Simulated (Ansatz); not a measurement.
MnF2: single point with PBE

Crystal: MnF2.

```
Mn F
1.0
     0.00000    2.58850    2.58850
     2.58850    0.00000    2.58850
     2.58850    2.58850    0.00000
Mn F
1 2
Direct
  0.00000 0.00000 0.00000
  0.25000 0.25000 0.25000
  0.75000 0.75000 0.75000
```

Measurements of this composition are mostly on another form, of space group No. 136.

```json
{
  "Program": "Ansatz 0.2.0",
  "Task": "single point",
  "Functional": "PBE",
  "Potentials or basis": "Ansatz PAW",
  "Cutoff": "420 eV (not typed: the program's choice for these potentials)",
  "k mesh": "9 × 9 × 9",
  "Occupations": "fermi-dirac, width 0.05 eV",
  "Spin": "collinear spin, ferromagnetic start",
  "Starting moments": "[5.5, 0.0, 0.0] μB"
}
```

```
Pressure               : 3.7 GPa
Band gap on the k mesh : 1.92 eV, direct
Net moment             : 5.00 μB per cell
Absolute moment        : 5.00 μB per cell
Site moments           : Mn +4.33; F +0.10 μB
```

Levels at points of the mesh, in eV from the valence-band top:
Spin up:
```
           k point  band 14  band 15  band 16  band 17  band 18  band 19  band 20  band 21
(0.00, 0.00, 0.00)    -1.72     0.00     0.00     0.00     1.92    11.03    11.03    11.03
```
Spin down:
```
           k point  band 8  band 9  band 10  band 11  band 12  band 13  band 14  band 15  band 16  band 17
(0.00, 0.00, 0.00)   -5.85   -5.85    -3.71    -3.71    -3.71     2.74     2.74     3.03     4.14     4.14
```

Run time: 2.3 s on 2 threads of Arm Neoverse V2, on a shared host, peak memory 0.32 GiB.

Caveat: odd divisions of the mesh miss points on the zone boundary, where band edges often lie, so the gap on the mesh can be too wide; the pressure holds a Pulay correction of +0.7 GPa for the finite cutoff; a cell with one magnetic atom can't hold antiferromagnetic order, which such compounds often take. A k mesh can miss the band edges.
